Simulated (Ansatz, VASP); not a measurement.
GaN in VASP and in Ansatz

```
Ga N
1.0
     0.00000    2.13920    2.13920
     2.13920    0.00000    2.13920
     2.13920    2.13920    0.00000
Ga N
1 1
Direct
  0.00000 0.00000 0.00000
  0.25000 0.25000 0.25000
```

Change from the starting cell: hydrostatic strain -4.9%.

Alike in both runs: task single point; functional r2SCAN; k mesh 10 × 10 × 10; no spin polarisation.

|  | VASP | Ansatz |
| --- | --- | --- |
| version | VASP 6.6.1 | Ansatz 0.2.0 |
| potentials or method | VASP PAW PBE potentials, release 64 (Ga_d, N) | plane waves, PAW |
| plane-wave cutoff (eV) | 520 | 500 |
| occupations | gaussian, width 0.01 eV | fixed |
| valence electrons in the cell | 18 | 18 |

Ansatz gave:

```
gap on the k mesh at the Fermi level (eV) : 3.17
pressure (GPa)                            : 40.6
```

Q: What did VASP give for the same quantities?

A: gap on the k mesh at the Fermi level (eV): 3.15; pressure (GPa): 42.6.

Caveats: so large a pressure means that the cell lies far from this level's equilibrium, or that cutoff or potentials fall short (VASP); the potentials were made for another functional, which shifts forces and pressure (VASP).
